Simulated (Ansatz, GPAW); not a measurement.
# Ballistic transport through a Ru chain with one N atom in line, from relaxation to T(E), part 2 of 3

Aim: the conductance of a Ru chain with one N atom in line after relaxation, and whether geometry, basis or functional moves it most.

GPAW 26.7.0 and Ansatz 0.2.0; Ansatz plane waves; relaxation of the junction with the lead ends held (the session's first sound run).

So far. Step 2 (Relaxation): The relaxation lowered the energy of the cell by 0.758 eV.

### Step 3. Plane-wave reference (PBE)

Plane waves give the reference curve, free of the bias of atom-centred orbitals.

This step: Ansatz plane waves; Landauer transmission by layers, zero bias (Ansatz 0.2.0).

The input, input.yaml:

```yaml
crystal:
  lattice:
    - [9.0, 0.0, 0.0]
    - [0.0, 9.0, 0.0]
    - [0.0, 0.0, 37.1688]
  atoms:
    - { symbol: Ru, position: [0.5, 0.5, 0.030267321] }
    - { symbol: Ru, position: [0.5, 0.5, 0.0908019629] }
    - { symbol: Ru, position: [0.5, 0.5, 0.1513366049] }
    - { symbol: Ru, position: [0.5, 0.5, 0.2118712469] }
    - { symbol: Ru, position: [0.5, 0.5, 0.2724058888] }
    - { symbol: Ru, position: [0.5, 0.5, 0.3329405308] }
    - { symbol: Ru, position: [0.5489355229, 0.4841342127, 0.3942148306] }
    - { symbol: Ru, position: [0.4602895568, 0.513047509, 0.4516096881] }
    - { symbol: "N", position: [0.5000900703, 0.5000260465, 0.4999869465] }
    - { symbol: Ru, position: [0.5398864386, 0.4862956725, 0.548349168] }
    - { symbol: Ru, position: [0.4516548589, 0.5166147734, 0.6057615659] }
    - { symbol: Ru, position: [0.5, 0.5, 0.6670594692] }
    - { symbol: Ru, position: [0.5, 0.5, 0.7275941112] }
    - { symbol: Ru, position: [0.5, 0.5, 0.7881287531] }
    - { symbol: Ru, position: [0.5, 0.5, 0.8486633951] }
    - { symbol: Ru, position: [0.5, 0.5, 0.9091980371] }
    - { symbol: Ru, position: [0.5, 0.5, 0.969732679] }
kpoints:
  mp_grid: { grid: [1, 1, 2] }
hamiltonian:
  xc: pbe
scf:
  occupations: { method: fermi_dirac, width: 0.1 }
output:
  transmission:
    leads: [[0, 1]]
    e_range: [-2, 2]
    de: 0.025
    kmesh: [1, 1]
    reduced_basis: true
  write_potential: true
  write_density: true
  volumetric_format: npy
```

On the command line:

```
$ ansatz run input.yaml --threads 4 --pin off --max-ram 8192MiB --backend cpu --events-out ev --progress --plain --runs-dir out
```

Numbers of over 12 decimals in the logs are rounded to 6 here.

Log:

```text
[...]
Crystal: 17 atoms, lattice volume = 3010.673 Å³
Basis set: ecut = 420 eV, 58817 PW (Γ)
Bands: 157, of which v1, the nominal top of the filled ones, is band 131 counted from 1 (130 counted from 0)
Symmetry: 1 space group operations
[...]
k-points: 2
[...]
SCF iter   1: F=—  HF=-94378.510472 eV  |F-HF|=—  |Δ(HF+E_count)|=         —  Δρ=1.05e-2  dr2=2.76e1  ethr=1.77e-3  ⟨swp⟩=6.5  Hψ=1119  notcnv=0
[...]
SCF iter  10: F=-94378.291727 eV  HF=-94378.291727 eV  |F-HF|=1.48e-8  |Δ(HF+E_count)|=   3.72e-7  Δρ=1.08e-6  dr2=5.07e-8  ethr=3.83e-11  ⟨swp⟩=4.0  Hψ=631  notcnv=0
SCF 1 converged in 10 iterations: F = -94378.291727 eV  dr2 = 5.07e-8
[...]
transmission: 46 of 276 steps passed
transmission: 92 of 276 steps passed
[...]
transmission: 276 of 276 steps passed
WARN: The output density's exchange-correlation potential varies sharply where the density is thin. Do not read a vacuum level from v_tot or v_xc, or from such a field of the output density. On a cell that repeats whose density bears no net charge and no dipole along the vacuum's axis use v_es (v_loc + v_h of the components); under efield.dipole_correction with no amplitude use v_es + v_field, which holds any externa [...]
SCF converged after 10 iterations
Free energy (F): -94378.291727 eV
[...]
Internal energy: -94376.584304 eV  (E = F + TS)
E sigma→0 (E₀):  -94377.438016 eV
Entropy (-TS):   -1.707422 eV (-100.437 meV/atom)
Fermi energy:    -2.939124 eV
[...]
--- Band table (eV) ---
  k-point 0: bands = [... 127 lower, -3.0203, -3.0029, -2.9496, -2.9096, -2.9078, -2.8398, -2.8239, -2.7471, ... 22 higher]
  k-point 1: bands = [... 127 lower, -3.0482, -3.0054, -2.9843, -2.9472, -2.8996, -2.8922, -2.8059, -2.8057, ... 22 higher]
--- Transmission ---
  basis      : 717 plane waves across, 46 finite elements along
  points     : 1, standing for a mesh of 1 x 1
  filling    : by the input's occupations and mesh, since the crystals that have channels conduct as metals do. If one of these is a semiconductor, that mesh has misplaced its level
  energies   : 161 from -2.000000 to 2.000000 eV about the Fermi level, 0.025000 eV apart; the leads are filled to 0.000000 eV, and channels, transmission and decay are at 0.000000 eV
  crystal 0  : Ru1, at the sites [0, 1], period 2.2500 Å, over 27.00 Å; its Hamiltonian steps by up to 0.6 meV
    offset         : up to 0.0000 Å between an atom of the period and one for which it stands
    filled         : 15.2 meV under the level at which it is neutral
    channels       : 6.000000e0 a spin
    conductance    : 5.7389e14 S/m² at 300 K; may be off by some 0.0 % by where its bands' edges are placed, 0.0 % from the distance to neutral
  junction   : crystal 0 to crystal 0, 0.70 to 35.62 Å
    transmission   : 2.594078e0 a spin
    error estimate : 9.676451e-4 a spin from the reduction of the transverse basis, at the most 2.008227e-2 at -1.550000 eV
    conductance    : 2.4774e14 S/m² at 300 K (2.4774e14 on every other energy)
    error estimate : 0.0 % from the energy spacing and 0.0 % from band edges of the leads and from resonances (wavevectors taken as independent; lower de), 0.1 % from the reduction of the transverse basis, 0.0 % from the steps of its leads' Hamiltonians or their offsets (lay more layers), 0.1 % from the distance to neutral
    resistance     : 2.2940e-3 Ω µm² beyond half of each lead's own
```

Run time: 80 s. Hardware: 4 threads of Intel Xeon 6975P-C (Granite Rapids), shared host; peak memory 4.4 GiB; 3.6 min of CPU time.

This step gave:

```
free energy                                             : -94378.2917 eV
lead level                                              : 0 eV from the Fermi level
transmission at the Fermi level (one spin)              : 2.594
open channels of the lead at the Fermi level (one spin) : 6
step of the potential along the lead                    : 0.6 meV
offset of the lead                                      : 0 Å
filling of the lead less its bulk value, in size        : 15.2 meV
conductance                                             : 2.590 G₀
```

One spin. Table of transmission, zone mean by energy, zero at the Fermi level:

| energy (eV) | transmission, zone mean |
| --- | --- |
| -2.000 | 2.37 |
| -1.800 | 2.39 |
| -1.600 | 2.36 |
| -1.400 | 2.31 |
| -1.200 | 2.36 |
| -1.000 | 2.62 |
| -0.850 | 2.75 |
| -0.800 | 2.73 |
| -0.600 | 2.47 |
| -0.400 | 2.36 |
| -0.200 | 2.51 |
| 0.000 | 2.59 |
| 0.050 | 2.60 |
| 0.200 | 2.42 |
| 0.300 | 2.84 |
| 0.400 | 2.69 |
| 0.600 | 2.39 |
| 0.800 | 2.17 |
| 1.000 | 2.00 |
| 1.200 | 1.88 |
| 1.400 | 1.86 |
| 1.600 | 1.94 |
| 1.800 | 1.94 |
| 2.000 | 1.79 |

One spin. Open channels, zone mean against energy, zero at the Fermi level:

| energy (eV) | open channels, zone mean |
| --- | --- |
| -2.000 | 3 |
| -1.900 | 3 |
| -1.800 | 3 |
| -1.700 | 3 |
| -1.600 | 3 |
| -1.500 | 3 |
| -1.400 | 3 |
| -1.300 | 5 |
| -1.200 | 5 |
| -1.100 | 6 |
| -1.000 | 6 |
| -0.900 | 6 |
| -0.800 | 6 |
| -0.700 | 6 |
| -0.600 | 6 |
| -0.500 | 6 |
| -0.400 | 6 |
| -0.300 | 6 |
| -0.200 | 6 |
| -0.100 | 6 |
| 0.000 | 6 |
| 0.100 | 6 |
| 0.200 | 6 |
| 0.300 | 4 |
| 0.400 | 4 |
| 0.500 | 4 |
| 0.600 | 4 |
| 0.700 | 4 |
| 0.800 | 4 |
| 0.900 | 4 |
| 1.000 | 4 |
| 1.100 | 4 |
| 1.200 | 4 |
| 1.300 | 4 |
| 1.400 | 4 |
| 1.500 | 4 |
| 1.600 | 4 |
| 1.700 | 4 |
| 1.800 | 3 |
| 1.900 | 3 |
| 2.000 | 3 |

Crystal 0, spin -, k parallel (0, 0); distinct values, listed up to 1.5 1/Å. Im kz of the slowest decaying states against energy, zero at the Fermi level:

| energy (eV) | decay 1 (Å⁻¹) | decay 2 (Å⁻¹) | decay 3 (Å⁻¹) | decay 4 (Å⁻¹) |
| --- | --- | --- | --- | --- |
| -2.000 | 0.501 | 0.609 | 0.610 | 1.26 |
| -1.800 | 0.437 | 0.519 | 0.520 | 1.24 |
| -1.600 | 0.361 | 0.404 | 0.405 | 1.22 |
| -1.400 | 0.225 | 0.226 | 0.264 | 1.20 |
| -1.200 | 0.0967 | 1.18 | 1.18 | 1.25 |
| -1.000 | 1.15 | 1.15 | 1.22 | 1.33 |
| -0.800 | 1.13 | 1.13 | 1.20 | 1.31 |
| -0.600 | 1.11 | 1.11 | 1.18 | 1.29 |
| -0.400 | 1.08 | 1.08 | 1.16 | 1.27 |
| -0.200 | 1.06 | 1.06 | 1.13 | 1.25 |
| 0.000 | 1.03 | 1.03 | 1.11 | 1.23 |
| 0.200 | 1.01 | 1.01 | 1.09 | 1.20 |
| 0.400 | 0.280 | 0.280 | 0.983 | 0.983 |
| 0.600 | 0.393 | 0.393 | 0.956 | 0.956 |
| 0.800 | 0.472 | 0.472 | 0.929 | 0.929 |
| 1.000 | 0.535 | 0.535 | 0.902 | 0.902 |
| 1.200 | 0.586 | 0.586 | 0.873 | 0.873 |
| 1.400 | 0.629 | 0.629 | 0.845 | 0.845 |
| 1.600 | 0.667 | 0.815 | 0.815 | 0.898 |
| 1.800 | 0.0929 | 0.699 | 0.699 | 0.785 |
| 2.000 | 0.184 | 0.728 | 0.728 | 0.755 |

Crystal 0, spin -, k parallel (0, 0). Re kz of states that move upwards against energy, zero at the Fermi level:

| energy (eV) | channel 1 (Å⁻¹) | channel 2 (Å⁻¹) | channel 3 (Å⁻¹) | channel 4 (Å⁻¹) | channel 5 (Å⁻¹) | channel 6 (Å⁻¹) |
| --- | --- | --- | --- | --- | --- | --- |
| -2.0000 | -0.759 | -0.758 | 0.628 | - | - | - |
| -1.7500 | -0.713 | -0.713 | 0.656 | - | - | - |
| -1.5000 | -0.670 | -0.669 | 0.684 | - | - | - |
| -1.2500 | -0.627 | -0.627 | 0.194 | 0.196 | 0.712 | - |
| -1.0000 | -0.586 | -0.586 | 0.225 | 0.443 | 0.444 | 0.741 |
| -0.7500 | -0.546 | -0.546 | 0.353 | 0.611 | 0.611 | 0.772 |
| -0.5000 | -0.507 | -0.506 | 0.444 | 0.759 | 0.759 | 0.804 |
| -0.2500 | -0.467 | -0.467 | 0.517 | 0.839 | 0.907 | 0.907 |
| 0.0000 | -0.428 | -0.428 | 0.579 | 0.877 | 1.08 | 1.08 |
| 0.2500 | -0.389 | -0.389 | 0.632 | 0.918 | - | - |
| 0.5000 | -0.350 | -0.350 | 0.678 | 0.963 | - | - |
| 0.7500 | -0.310 | -0.310 | 0.719 | 1.01 | - | - |
| 1.0000 | -0.270 | -0.269 | 0.755 | 1.07 | - | - |
| 1.2500 | -0.228 | -0.228 | 0.788 | 1.13 | - | - |
| 1.5000 | -0.185 | -0.184 | 0.819 | 1.22 | - | - |
| 1.7500 | -0.139 | -0.138 | 0.847 | - | - | - |
| 2.0000 | -0.0886 | -0.0881 | 0.874 | - | - | - |

The electrostatic potential energy of an electron (with the applied field's), less the Fermi level, planar mean oscillates, so the rows of the table below give means over windows of 2.23 Å about each position, cut where the curve ends. Its first 14 maxima inside the range that stand out by 2 % of the span (Å: eV): 2.2: 4.62, 4.5: 4.61, 6.7: 4.60, 9.1: 4.61, 11.3: 4.58, 13.5: 4.57, 15.8: 4.34, 17.8: 4.58, 19.3: 4.58, 21.4: 4.34, 23.6: 4.58, 25.9: 4.58, 28.1: 4.61, 30.5: 4.60. Its first 14 minima: 1.2: 2.47, 3.4: 2.46, 5.6: 2.45, 7.9: 2.44, 10.1: 2.45, 12.3: 2.41, 14.7: 2.40, 16.8: 2.32, 18.6: 4.01, 20.4: 2.32, 22.4: 2.40, 24.8: 2.41, 27.1: 2.45, 29.3: 2.44.

The electrostatic potential energy of an electron (with the applied field's), less the Fermi level, planar mean by z; means over each step:

| z (Å) | electrostatic potential energy of an electron (with the applied field's), less the Fermi level, planar mean (eV) |
| --- | --- |
| 1.11 | 3.59 |
| 3.34 | 3.59 |
| 5.57 | 3.58 |
| 7.80 | 3.58 |
| 10.03 | 3.58 |
| 12.26 | 3.54 |
| 14.49 | 3.51 |
| 16.72 | 3.44 |
| 18.95 | 4.15 |
| 21.18 | 3.34 |
| 23.41 | 3.57 |
| 25.64 | 3.57 |
| 27.87 | 3.60 |
| 30.10 | 3.60 |
| 32.33 | 3.60 |
| 34.56 | 3.61 |
| 36.79 | 3.23 |

The valence density, planar mean oscillates, so the rows of the table below give means over windows of 2.23 Å about each position, cut where the curve ends. Its first 14 maxima inside the range that stand out by 2 % of the span (Å: e/Å³): 1.2: 0.173, 3.4: 0.174, 5.6: 0.175, 7.9: 0.175, 10.1: 0.175, 12.3: 0.175, 14.7: 0.174, 16.8: 0.177, 18.6: 0.0597, 20.4: 0.177, 22.4: 0.174, 24.8: 0.175, 27.1: 0.175, 29.3: 0.175. Its first 14 minima: 2.2: 0.0257, 4.5: 0.0258, 6.7: 0.0258, 9.1: 0.0262, 11.3: 0.0258, 13.5: 0.0246, 15.8: 0.0282, 17.8: 0.0287, 19.3: 0.0287, 21.4: 0.0282, 23.6: 0.0246, 25.9: 0.0258, 28.1: 0.0262, 30.5: 0.0258.

Table of valence density, planar mean by z; means over each step:

| z (Å) | valence density, planar mean (e/Å³) |
| --- | --- |
| 1.11 | 0.0883 |
| 3.34 | 0.0884 |
| 5.57 | 0.0883 |
| 7.80 | 0.0883 |
| 10.03 | 0.0884 |
| 12.26 | 0.0881 |
| 14.49 | 0.0889 |
| 16.72 | 0.0884 |
| 18.95 | 0.0511 |
| 21.18 | 0.0946 |
| 23.41 | 0.0855 |
| 25.64 | 0.0873 |
| 27.87 | 0.0874 |
| 30.10 | 0.0873 |
| 32.33 | 0.0874 |
| 34.56 | 0.0875 |
| 36.79 | 0.113 |

T at the Fermi level is 2.59 of 6 open channels a spin.

### Step 4. GPAW, dzp

The script solves lead and junction separately, takes H and S in the orbital basis, and joins semi-infinite leads through their self-energies; the dzp basis is the working standard.

This step: GPAW LCAO, PAW setups; Landauer transmission from Green's functions with principal layers (ASE), zero bias (GPAW 26.7.0).

The input, run.py:

```python
import json
import numpy as np
from ase import Atoms
from ase.transport.calculators import TransportCalculator
from gpaw import GPAW, FermiDirac
from gpaw.lcao.tools import get_lcao_hamiltonian
from scipy.linalg import eigh

# The junction with lead layers at both ends, along the third cell vector
device = Atoms(
    ['Ru', 'Ru', 'Ru', 'Ru', 'Ru', 'Ru', 'Ru', 'Ru', 'N', 'Ru', 'Ru', 'Ru', 'Ru', 'Ru', 'Ru', 'Ru', 'Ru'],
    positions=[
        [4.50000, 4.50000, 1.12500],
        [4.50000, 4.50000, 3.37500],
        [4.50000, 4.50000, 5.62500],
        [4.50000, 4.50000, 7.87500],
        [4.50000, 4.50000, 10.12500],
        [4.50000, 4.50000, 12.37500],
        [4.94042, 4.35721, 14.65249],
        [4.14261, 4.61743, 16.78579],
        [4.50081, 4.50023, 18.58391],
        [4.85898, 4.37666, 20.38148],
        [4.06489, 4.64953, 22.51543],
        [4.50000, 4.50000, 24.79380],
        [4.50000, 4.50000, 27.04380],
        [4.50000, 4.50000, 29.29380],
        [4.50000, 4.50000, 31.54380],
        [4.50000, 4.50000, 33.79380],
        [4.50000, 4.50000, 36.04380]],
    cell=[[9.0, 0.0, 0.0], [0.0, 9.0, 0.0], [0.0, 0.0, 37.1688]],
    pbc=True)

# One principal layer of the lead: the first 5 atoms of the device
lead = Atoms(
    ['Ru', 'Ru', 'Ru', 'Ru', 'Ru'],
    positions=[
        [4.50000, 4.50000, 1.12500],
        [4.50000, 4.50000, 3.37500],
        [4.50000, 4.50000, 5.62500],
        [4.50000, 4.50000, 7.87500],
        [4.50000, 4.50000, 10.12500]],
    cell=[[9.0, 0.0, 0.0], [0.0, 9.0, 0.0], [0.0, 0.0, 11.25]],
    pbc=True)

settings = dict(mode='lcao', basis='dzp', xc='PBE', h=0.18,
                occupations=FermiDirac(0.1), maxiter=250,
                mixer=dict(beta=0.1, nmaxold=8, weight=100.0),
                convergence=dict(density=0.0001))
energies = np.arange(-2, 2 + 1e-9, 0.025)
eta = 0.0001
n1, n2 = 1, 1
# k and -k transmit alike, so half of the mesh across the current serves
mesh = [(i, j) for i in range(n1) for j in range(n2) if (i, j) <= (-i % n1, -j % n2)]
weights = np.array([1 if (i, j) == (-i % n1, -j % n2) else 2 for i, j in mesh]) / (n1 * n2)

# [... helper functions left out ...]
fermi_lead = ground_state(lead, (1, 1, 10), 'lead.txt')
fermi_device = ground_state(device, (1, 1, 2), 'device.txt')
# [... loop over the mesh left out, but for ...]
        # Shift the lead onto the potential of the device's first layer
        shift = ((H[:, 0, 0] - H0[:, 0, 0]) / S0[0, 0]).real.mean()
# [...]
kT = 8.617333e-5 * 300
bias = [0.1, 0.2, 0.5, 1.0, 1.5, 2.0]
# [... integrals and printing left out ...]
```

On the command line:

```
$ OMP_NUM_THREADS=1 OPENBLAS_NUM_THREADS=1 python run.py
```

Log:

```text
basis functions: device 477, principal layer 145
Fermi level: lead -3.4327 eV, device -3.4345 eV; lead shifted by 0.0044 eV
largest coupling past the next layer 2.00e-05 eV, largest misfit of the first layer 0.039 eV
  E-E_F (eV)   T (one spin)  [channel counts left out]
    -2.000    2.4111e+00
    -1.975    2.4190e+00
    -1.950    2.4256e+00
    -1.925    2.4308e+00
    -1.900    2.4347e+00
    -1.875    2.4374e+00
    -1.850    2.4389e+00
    -1.825    2.4393e+00
    -1.800    2.4386e+00
    -1.775    2.4370e+00
    -1.750    2.4345e+00
    -1.725    2.4312e+00
    -1.700    2.4273e+00
    -1.675    2.4228e+00
    -1.650    2.4179e+00
    -1.625    2.4126e+00
[...]
1.825    1.9611e+00
     1.850    1.9493e+00
     1.875    1.9310e+00
     1.900    1.9070e+00
     1.925    1.8779e+00
     1.950    1.8439e+00
     1.975    1.8054e+00
     2.000    1.7618e+00
conductance at 300 K: 2.5581 G0 a cell; thermopower -0.8006 uV/K
current from the zero-bias T(E) at 0.1 V: 19.822 uA
current from the zero-bias T(E) at 0.2 V: 39.637 uA
current from the zero-bias T(E) at 0.5 V: 98.515 uA
current from the zero-bias T(E) at 1.0 V: 194.87 uA
current from the zero-bias T(E) at 1.5 V: 289.59 uA
current from the zero-bias T(E) at 2.0 V: 381.77 uA
```

It took 5.7 min on 1 thread; peak memory 2.2 GiB.

This step gave:

```
conductance                                    : 2.558 G₀
largest coupling past the next principal layer : 2.00e-5 eV
largest misfit of the first principal layer    : 0.03905 eV
shift that aligns the lead                     : 0.004442 eV
basis functions of the junction                : 477
basis functions of a principal layer           : 145
transmission at the Fermi level (one spin)     : 2.557
```

One spin. Table of transmission, zone mean by energy, zero at the Fermi level:

| energy (eV) | transmission, zone mean |
| --- | --- |
| -2.000 | 2.41 |
| -1.800 | 2.44 |
| -1.600 | 2.41 |
| -1.400 | 2.36 |
| -1.250 | 2.45 |
| -1.200 | 2.38 |
| -1.000 | 2.61 |
| -0.800 | 2.77 |
| -0.775 | 2.77 |
| -0.600 | 2.60 |
| -0.400 | 2.36 |
| -0.200 | 2.49 |
| 0.000 | 2.56 |
| 0.125 | 2.59 |
| 0.200 | 2.50 |
| 0.275 | 2.77 |
| 0.400 | 2.56 |
| 0.600 | 2.29 |
| 0.800 | 2.11 |
| 1.000 | 1.96 |
| 1.200 | 1.83 |
| 1.400 | 1.82 |
| 1.600 | 1.88 |
| 1.800 | 1.97 |
| 2.000 | 1.76 |

Not self-consistent under bias; the bias window is split evenly. The current through one cell, from the zero-bias transmission by bias:

| bias (V) | current through one cell, from the zero-bias transmission (μA) |
| --- | --- |
| 0.100 | 19.8 |
| 0.200 | 39.6 |
| 0.500 | 98.5 |
| 1.000 | 195 |
| 1.500 | 290 |
| 2.000 | 382 |

The transmission of the three most open eigenchannels by energy, zero at the Fermi level:

| energy (eV) | channel 1 | channel 2 | channel 3 |
| --- | --- | --- | --- |
| -2.000 | 0.995 | 0.948 | 0.468 |
| -1.900 | 0.996 | 0.923 | 0.515 |
| -1.800 | 0.997 | 0.892 | 0.550 |
| -1.700 | 0.998 | 0.857 | 0.572 |
| -1.600 | 0.996 | 0.827 | 0.584 |
| -1.500 | 0.990 | 0.806 | 0.588 |
| -1.400 | 0.980 | 0.796 | 0.584 |
| -1.300 | 0.963 | 0.797 | 0.570 |
| -1.200 | 0.905 | 0.823 | 0.647 |
| -1.100 | 0.911 | 0.876 | 0.706 |
| -1.000 | 0.936 | 0.918 | 0.749 |
| -0.900 | 0.947 | 0.943 | 0.804 |
| -0.800 | 0.962 | 0.944 | 0.840 |
| -0.700 | 0.977 | 0.955 | 0.776 |
| -0.600 | 0.997 | 0.913 | 0.653 |
| -0.500 | 0.990 | 0.857 | 0.546 |
| -0.400 | 0.957 | 0.859 | 0.498 |
| -0.300 | 0.928 | 0.909 | 0.509 |
| -0.200 | 0.989 | 0.864 | 0.594 |
| -0.100 | 0.983 | 0.845 | 0.671 |
| 0.000 | 0.981 | 0.854 | 0.693 |
| 0.100 | 0.990 | 0.879 | 0.700 |
| 0.200 | 0.965 | 0.902 | 0.613 |
| 0.300 | 0.970 | 0.928 | 0.840 |
| 0.400 | 0.996 | 0.954 | 0.597 |
| 0.500 | 0.998 | 0.901 | 0.498 |
| 0.600 | 0.994 | 0.830 | 0.458 |
| 0.700 | 0.974 | 0.768 | 0.446 |
| 0.800 | 0.933 | 0.719 | 0.454 |
| 0.900 | 0.865 | 0.687 | 0.478 |
| 1.000 | 0.768 | 0.670 | 0.517 |
| 1.100 | 0.686 | 0.625 | 0.572 |
| 1.200 | 0.704 | 0.642 | 0.481 |
| 1.300 | 0.748 | 0.726 | 0.329 |
| 1.400 | 0.817 | 0.806 | 0.197 |
| 1.500 | 0.904 | 0.860 | 0.0934 |
| 1.600 | 0.970 | 0.887 | 0.0222 |
| 1.700 | 0.998 | 0.904 | 8.6e-5 |
| 1.800 | 0.988 | 0.977 | 3.2e-5 |
| 1.900 | 0.994 | 0.913 | 1.3e-4 |
| 2.000 | 0.953 | 0.808 | 3.2e-4 |

At the Fermi level T is 2.56 against 2.59 in plane waves. Couplings past the next layer reach 2.0e-5 eV, small enough to drop; the matrix elements of the cell's first layer differ from the bulk lead's by up to 0.039 eV. That layer keeps its own values in the calculation, and only beyond it is the lead taken as perfect. The Fermi levels of lead and junction count from different zeros of potential, one for each periodic cell; with both set to zero, the small remaining shift is what aligns them. By hand: G = 2.558 × 77.48 μS = 198 μS, a resistance of 5.05 kΩ; at 0.1 V a linear junction would pass 19.8 μA, and the integral over the bias window gives 19.8 μA.

(Part 2 of 3 ends here.)

[Logs are printed without paths, hosts, clocks, repeated set-up lines and the standing remarks that a program may print on its own settings, such as how far it seeks lower states.]

[Hosts, paths, dates, database ids (printed as entryN), source tags and the programs' standing remarks are cut or masked in the printed files.]
